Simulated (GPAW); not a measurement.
# Pt (Fm-3m) in GPAW: a series of runs

Aim: see how the results for Pt move with the level of theory and the settings. Levels: PBEsol, PBEsol+U. Tasks: single point.

Program: GPAW 26.7.0. These are calculated values, not measurements. Logs are shortened: lines on timing, memory, paths and dates and some standing lists are left out, and cuts for length are marked. The log counts tension as positive stress, the text compression.

### Step 1. The structure

Symmetry: Fm-3m, No. 225, cubic system. The conventional cell has a = 3.922 Å, b = 3.922 Å, c = 3.922 Å, α = 90.00°, β = 90.00°, γ = 90.00°. Pt (site symmetry m-3m) has 12 Pt at 2.77 Å as nearest neighbours.

### Step 2. Single point, PBEsol

run.py reads:

```python
from ase.dft.bandgap import bandgap
from ase.io import read, write
from ase.units import GPa
from gpaw import GPAW, PW, setup_paths

setup_paths.insert(0, '.')

atoms = read('Pt.xyz')

calc = GPAW(mode=PW(600),
            xc='PBEsol',
            kpts={'size': (12, 12, 12), 'gamma': True},
            occupations={'name': 'fermi-dirac', 'width': 0.05},
            nbands=17,
            convergence={'density': 1e-05, 'energy': 1e-05},
            maxiter=150,
            txt='gpaw.txt')
atoms.calc = calc
energy = atoms.get_potential_energy()
forces = atoms.get_forces()
stress = atoms.get_stress()
calc.write('gs.gpw')
write('result.traj', atoms)
print(f'Energy: {energy:.6f} eV')
print('Forces (eV/A):')
print(forces.round(4))
print('Stress (GPa):', (stress / GPa).round(3))
print('Fermi level:', round(calc.get_fermi_level(), 4), 'eV')
print(f'Gap: {bandgap(calc)[0]:.4f} eV, direct: {bandgap(calc, direct=True)[0]:.4f} eV')
```

Pt.xyz reads:

```xyz
1
Lattice="0.0000000000 1.9609000000 1.9609000000 1.9609000000 0.0000000000 1.9609000000 1.9609000000 1.9609000000 0.0000000000" Properties=species:S:1:pos:R:3 pbc="T T T"
Pt     0.0000000000      0.0000000000      0.0000000000
```

Potentials or basis: PAW data sets generated in the run's folder for this functional, pw.

Command:

```sh
$ gpaw-setup -f PBEsol Pt
$ OMP_NUM_THREADS=1 python run.py
```

gpaw.txt:

```text
__  _  _
 | _ |_)|_||  |
 |__||  | ||/\| - 26.7.0

Input parameters:
  mode=PW(ecut=600.0),
  convergence={'density': 1e-05, 'energy': 1e-05},
  kpts=MonkhorstPack(size=(12, 12, 12), gamma=True),
  maxiter=150,
  nbands=17,
  occupations=Occupations(name='fermi-dirac', width=0.05),
  xc=XC(name='PBEsol')

Diagonalizing LCAO Hamiltonian
Converting LCAO to pw mode

       Pt

Atoms  # Å, Bohr magnetons
|   | symbol |        x |        y |        z |    initial magnetic moments |
|---|--------|----------|----------|----------|-----------------------------|
| 0 |     Pt | 0.000000 | 0.000000 | 0.000000 | ( 0.0000,  0.0000,  0.0000) |

Unit cell  # Å
| periodic |        x |        y |        z |  lengths |    angles |
|----------|----------|----------|----------|----------|-----------|
|      yes | 0.000000 | 1.960900 | 1.960900 | 2.773131 | 60.000000 |
|      yes | 1.960900 | 0.000000 | 1.960900 | 2.773131 | 60.000000 |
|      yes | 1.960900 | 1.960900 | 0.000000 | 2.773131 | 60.000000 |

Number of symmetries: 48
Symmetry operations  # r_c * U_cc + t_c -> r_c
|    | kind |            matrix            |
|----|------|------------------------------|
|  0 |  σ   |  1, 0, 0,  1, 0,-1,  1,-1, 0 |
|  1 |  C2  |  1, 0, 0,  1,-1, 0,  1, 0,-1 |
|  2 |  E   |  1, 0, 0,  0, 1, 0,  0, 0, 1 |
|  3 |  σ   |  1, 0, 0,  0, 0, 1,  0, 1, 0 |
|  4 |  C4  |  1, 0,-1,  1, 0, 0,  1,-1, 0 |
|  5 |  S6  |  1, 0,-1,  1,-1, 0,  1, 0, 0 |
|  6 |  σ   |  1, 0,-1,  0, 1,-1,  0, 0,-1 |
|  7 |  C3  |  1, 0,-1,  0, 0,-1,  0, 1,-1 |
|  8 |  S6  |  1,-1, 0,  1, 0, 0,  1, 0,-1 |
|  9 |  C4  |  1,-1, 0,  1, 0,-1,  1, 0, 0 |
| 10 |  C3  |  1,-1, 0,  0,-1, 1,  0,-1, 0 |
| 11 |  σ   |  1,-1, 0,  0,-1, 0,  0,-1, 1 |
| 12 |  σ   |  0, 1, 0,  1, 0, 0,  0, 0, 1 |
| 13 |  C4  |  0, 1, 0,  0, 1,-1, -1, 1, 0 |
| 14 |  C3  |  0, 1, 0,  0, 0, 1,  1, 0, 0 |
| 15 |  S6  |  0, 1, 0, -1, 1, 0,  0, 1,-1 |
| 16 |  C2  |  0, 1,-1,  1, 0,-1,  0, 0,-1 |
| 17 |  σ   |  0, 1,-1,  0, 1, 0, -1, 1, 0 |
| 18 |  S4  |  0, 1,-1,  0, 0,-1,  1, 0,-1 |
| 19 |  C4  |  0, 1,-1, -1, 1, 0,  0, 1, 0 |
| 20 |  C3  |  0, 0, 1,  1, 0, 0,  0, 1, 0 |
| 21 |  σ   |  0, 0, 1,  0, 1, 0,  1, 0, 0 |
| 22 |  S6  |  0, 0, 1,  0,-1, 1, -1, 0, 1 |
| 23 |  C4  |  0, 0, 1, -1, 0, 1,  0,-1, 1 |
| 24 |  S4  |  0, 0,-1,  1, 0,-1,  0, 1,-1 |
| 25 |  C3  |  0, 0,-1,  0, 1,-1,  1, 0,-1 |
| 26 |  C2  |  0, 0,-1,  0,-1, 0, -1, 0, 0 |
| 27 |  S6  |  0, 0,-1, -1, 0, 0,  0,-1, 0 |
| 28 |  S4  |  0,-1, 1,  1,-1, 0,  0,-1, 0 |
| 29 |  C4  |  0,-1, 1,  0, 0, 1, -1, 0, 1 |
| 30 |  C2  |  0,-1, 1,  0,-1, 0,  1,-1, 0 |
| 31 |  σ   |  0,-1, 1, -1, 0, 1,  0, 0, 1 |
| 32 |  C3  |  0,-1, 0,  1,-1, 0,  0,-1, 1 |
| 33 |  S6  |  0,-1, 0,  0, 0,-1, -1, 0, 0 |
| 34 |  S4  |  0,-1, 0,  0,-1, 1,  1,-1, 0 |
| 35 |  C2  |  0,-1, 0, -1, 0, 0,  0, 0,-1 |
| 36 |  C2  | -1, 1, 0,  0, 1, 0,  0, 1,-1 |
| 37 |  S6  | -1, 1, 0,  0, 1,-1,  0, 1, 0 |
| 38 |  S4  | -1, 1, 0, -1, 0, 1, -1, 0, 0 |
| 39 |  C3  | -1, 1, 0, -1, 0, 0, -1, 0, 1 |
| 40 |  S6  | -1, 0, 1,  0, 0, 1,  0,-1, 1 |
| 41 |  C2  | -1, 0, 1,  0,-1, 1,  0, 0, 1 |
| 42 |  C3  | -1, 0, 1, -1, 1, 0, -1, 0, 0 |
| 43 |  S4  | -1, 0, 1, -1, 0, 0, -1, 1, 0 |
| 44 |  C2  | -1, 0, 0,  0, 0,-1,  0,-1, 0 |
| 45 |  i   | -1, 0, 0,  0,-1, 0,  0, 0,-1 |
| 46 |  σ   | -1, 0, 0, -1, 1, 0, -1, 0, 1 |
| 47 |  C2  | -1, 0, 0, -1, 0, 1, -1, 1, 0 |

BZ-sampling:
  Number of BZ points: 1728
  Number of IBZ points: 72

  Monkhorst-Pack size: [12, 12, 12]
  Monkhorst-Pack shift: [0.041666666666666664, 0.041666666666666664, 0.041666666666666664]

K-points  # in reciprocal-cell coordinates
|     |                                coordinates |     weight |
|-----|--------------------------------------------|------------|
|   0 | ( -0.00000000,  -0.00000000,  -0.00000000) | 0.00057870 |
|   1 | (  0.08333333,   0.08333333,  -0.00000000) | 0.00347222 |
|   2 | (  0.08333333,   0.08333333,   0.08333333) | 0.00462963 |
|   3 | (  0.16666667,   0.08333333,   0.08333333) | 0.00694444 |
|   4 | (  0.16666667,   0.16666667,  -0.00000000) | 0.00347222 |
|   5 | (  0.16666667,   0.16666667,   0.08333333) | 0.01388889 |
|   6 | (  0.16666667,   0.16666667,   0.16666667) | 0.00462963 |
|   7 | (  0.25000000,   0.16666667,   0.08333333) | 0.01388889 |
|   8 | (  0.25000000,   0.16666667,   0.16666667) | 0.01388889 |
|   9 | (  0.25000000,   0.25000000,  -0.00000000) | 0.00347222 |
| ... |                                            |            |
|  71 | (  0.50000000,   0.50000000,   0.50000000) | 0.00231481 |

Plane wave coefficients: 531
Cutoff: 600.0 eV

Spin-components: 1 (collinear spins)
Bands:           17
Projectors:      6
Spin-degeneracy: 2
Datatype:        complex128

Parallelization:
  kpt:    1
  domain: 1
  band:   1

Density:
  Valence electrons: 16.0
  Components: 1
  Grid points: [16 16 16]
  Charge: 0.0  # |e|

Potential:
  Grid points: [16 16 16]

species:
  Pt:
    name:    Platinum
    Z:       78.0
    valence: 16
    core:    62
    charge:  0.0  # [|e|]
    compensation charges:
      type: gauss
      rc: 0.41  # [Å]
      lmax: 2
    cutoffs:
      filter: 2.26  # [Å]
      core: 2.26  # [Å]
    projectors
    | kind |    occ | energy [eV] | rcut [Å] |
    |------|--------|-------------|----------|
    |   6s |  1.000 |      -5.666 |    1.307 |
    |   5p |  6.000 |     -56.073 |    1.371 |
    |   6p |  0.000 |      -0.783 |    1.371 |
    |   5d |  9.000 |      -6.179 |    1.307 |
    |    s |        |      21.545 |    1.307 |
    |    d |        |      21.032 |    1.307 |

    Using partial waves for Pt as LCAO basis

Reference energy: -500235.591001  # eV

eigensolver:
  PPCG
  Converge bands: occupied
  niter=2

density mixing:
  MSR1-Mixer
  Pratt-step length: 0.05
  Maximum mixing coefficient: 0.75
  Old densities: 10
  SVD Regularization: 0.005
  Good broyden scale: 1.0
  Trust region scale: 1.0
  Backstep threshold: 4.0
  History deletion threshold: 6.0
  Fourier metric: weight=20.0, sigma=0.015

occupation numbers:
  Fermi-Dirac:
    width: 0.0500  # eV

poisson solver:
  ecut: 4800.0  # eV

xc functional:
  name: PBEsol with 2 nearest neighbor stencil

convergence criteria:
- Maximum integral of absolute [dens]ity change: 1e-05 electrons / valence electron
- Maximum [total energy] change in last 3 cyles: 1e-05 eV / valence electron
- Maximum integral of absolute [eigenst]ate change: 4e-08 eV^2 / valence electron
maximum number of iterations: 150

SCF iterations
|iter     | |      energy | eigst |  dens |
|---------|-|-------------|-------|-------|
|iter:   1| |   -7.783209 | +0.09 |       |
|iter:   2| |   -7.685440 | -2.93 | -1.18 |
|iter:   3| |   -7.305416 | -2.30 | -1.23 |
|iter:   4| |   -7.302860 | -3.85 | -2.29 |
|iter:   5| |   -7.302386 | -3.59 | -2.53 |
|iter:   6| |   -7.302399 | -5.92 | -3.60 |
|iter:   7| |   -7.302403c| -6.15 | -3.80 |
|iter:   8| |   -7.302403c| -7.50c| -5.03c|

Converged in 8 steps
Energy contributions relative to reference atoms: (reference = -500235.591001)

Energy contributions:
  Kinetic:          -7.932822
  Coulomb:           6.065170
  Zero:             -0.577218
  External:          0.000000
  Xc:               -4.849790
  Entropy:          -0.015487
  Spinorbit:         0.000000
  ----------------------------
  Free energy:      -7.310146
  Extrapolated:     -7.302403

dipole moment: (-13.426886, -13.426886, -13.426886)  # |e|*Ang

Fermi level: 11.982
Eigenvalues  # (at kpt = [-0.000, -0.000, -0.000])
| band index |      eig [eV] | occ [0-2] |
|------------|---------------|-----------|
|          0 |       -40.601 |     2.000 |
|          1 |       -40.601 |     2.000 |
|          2 |       -40.601 |     2.000 |
|          3 |         1.785 |     2.000 |
|          4 |         8.192 |     2.000 |
|          5 |         8.192 |     2.000 |
[... 9 lines left out ...]
|         15 |        43.743 |     0.000 |
|         16 |        43.743 |     0.000 |

No gap
No difference between direct/indirect transitions

Forces  # eV/Ang
|        x |       y |       z |
|----------|---------|---------|
| -0.00000 | 0.00000 | 0.00000 |  # Pt   0

Stress tensor  # eV/Ang^3
|        x |        y |        z |
|----------|----------|----------|
| 0.005766 | 0.000000 | 0.000000 |
| 0.000000 | 0.005766 | 0.000000 |
| 0.000000 | 0.000000 | 0.005766 |

# Writing to gs.gpw (mode='')
```

Run time: 16 s. Hardware: 1 thread of Arm Neoverse V1, shared host; peak memory 0.13 GiB.

Results:

| Property | Result |
| --- | --- |
| Free energy | -7.3101 eV |
| Pressure | -0.9 GPa |
| Band gap on the k mesh | none (metal or under the smearing width) |

The run has no spin-orbit coupling, so splittings on Pt are missing.

### Step 3. Single point, PBEsol+U

run.py, as its differences from that of step 2:

```diff
@@ -13,2 +13,3 @@
             occupations={'name': 'fermi-dirac', 'width': 0.05},
+            setups={'Pt': ':d,1.0'},
             nbands=17,
```

Pt.xyz is that of step 2.

Potentials or basis: PAW data sets generated in the run's folder for this functional, pw.

Command:

```sh
$ gpaw-setup -f PBEsol Pt
$ OMP_NUM_THREADS=1 python run.py
```

Wall time 16 s (1 thread of Arm Neoverse V1, shared host); peak memory 0.13 GiB.

Results (log left out):

```
Free energy            : -6.8170 eV
Pressure               : -2.9 GPa
Band gap on the k mesh : none (metal or under the smearing width)
```

Levels at points of the mesh, in eV from the Fermi level:
| k point | band 5 | band 6 | band 7 | band 8 | band 9 | band 10 | band 11 | band 12 |
| --- | --- | --- | --- | --- | --- | --- | --- | --- |
| (0.00, 0.00, 0.00) | -3.77 | -3.77 | -3.77 | -1.72 | -1.72 | 15.32 | 20.37 | 20.37 |
| (0.50, 0.50, 0.00) | -6.56 | -0.09 | 0.49 | 0.49 | 2.07 | 9.18 | 11.81 | 11.81 |
| (0.50, 0.50, 0.50) | -3.88 | -3.88 | -0.21 | 0.00 | 0.00 | 6.09 | 14.77 | 19.75 |

Caveat: U without spin polarisation on a metal has little footing; the U is typed as a test and isn't derived for this compound.

### Step 4. Single point, PBEsol+U

run.py, as its differences from that of step 3:

```diff
@@ -13,3 +13,3 @@
             occupations={'name': 'fermi-dirac', 'width': 0.05},
-            setups={'Pt': ':d,1.0'},
+            setups={'Pt': ':d,2.0'},
             nbands=17,
```

Pt.xyz is that of step 3.

Command:

```sh
$ gpaw-setup -f PBEsol Pt
$ OMP_NUM_THREADS=1 python run.py
```

Run time: 16 s. Hardware: 1 thread of Arm Neoverse V1, shared host; peak memory 0.13 GiB.

The run converged. Its results:

| Quantity | Value |
| --- | --- |
| Free energy | -6.3543 eV |
| Pressure | -4.6 GPa |
| Band gap on the k mesh | none (metal or under the smearing width) |

Levels at points of the mesh, in eV from the Fermi level:
```csv
k point,band 4,band 5,band 6,band 7,band 8,band 9,band 10,band 11,band 12,band 13
"(0.00, 0.00, 0.00)",-9.58,-3.75,-3.75,-3.75,-1.81,-1.81,15.62,20.67,20.67,20.67
"(0.50, 0.50, 0.00)",-7.06,-6.53,-0.19,0.51,0.51,2.38,9.42,12.12,12.12,20.44
"(0.50, 0.50, 0.50)",-7.06,-3.92,-3.92,-0.02,-0.02,0.09,6.31,15.06,20.07,20.07
```

Caveat: U without spin polarisation on a metal has little footing; the U is typed as a test and isn't derived for this compound.

### Step 5. Single point, PBEsol+U

run.py, as its differences from that of step 4:

```diff
@@ -13,3 +13,3 @@
             occupations={'name': 'fermi-dirac', 'width': 0.05},
-            setups={'Pt': ':d,2.0'},
+            setups={'Pt': ':d,3.0'},
             nbands=17,
```

Pt.xyz is that of step 4.

Command:

```sh
$ gpaw-setup -f PBEsol Pt
$ OMP_NUM_THREADS=1 python run.py
```

Run time: 17 s. Hardware: 1 thread of Arm Neoverse V1, shared host; peak memory 0.13 GiB.

It converged, with:

```yaml
Free_energy: -5.9237 eV
Pressure: -6.3 GPa
Band_gap_on_the_k_mesh: none (metal or under the smearing width)
```

Levels at points of the mesh, in eV from the Fermi level:
| k point | band 6 | band 7 | band 8 | band 9 | band 10 | band 11 |
| --- | --- | --- | --- | --- | --- | --- |
| (0.00, 0.00, 0.00) | -3.72 | -3.72 | -1.92 | -1.92 | 15.93 | 20.98 |
| (0.50, 0.50, 0.00) | -0.30 | 0.54 | 0.54 | 2.72 | 9.67 | 12.45 |
| (0.50, 0.50, 0.50) | -3.97 | -0.05 | -0.05 | 0.41 | 6.54 | 15.36 |

Caveat: U without spin polarisation on a metal has little footing; the U is typed as a test and isn't derived for this compound.

### Step 6. Summary

| level | U | gap on the mesh (eV) | pressure (GPa) |
| --- | --- | --- | --- |
| PBEsol | - | none | -0.9 |
| PBEsol+U | Pt d U = 1 eV | none | -2.9 |
| PBEsol+U | Pt d U = 2 eV | none | -4.6 |
| PBEsol+U | Pt d U = 3 eV | none | -6.3 |

Alike in all rows: task single point; potentials or basis PAW data sets generated in the run's folder for this functional, pw; no spin polarisation; cell as given; k mesh 12 × 12 × 12; cutoff (eV) 600; smearing fermi-dirac 0.05 eV.

Every run on the cell as given and a fine mesh finds a metal. The pressure there spans -6.3 GPa (PBEsol+U) to -0.9 GPa (PBEsol); a positive pressure means that this level wants a larger cell, a negative one a smaller.

Caveats: U without spin polarisation on a metal has little footing (some runs); the U is typed as a test and isn't derived for this compound (some runs).

Absolute energies hang on the potentials; compare differences alone.
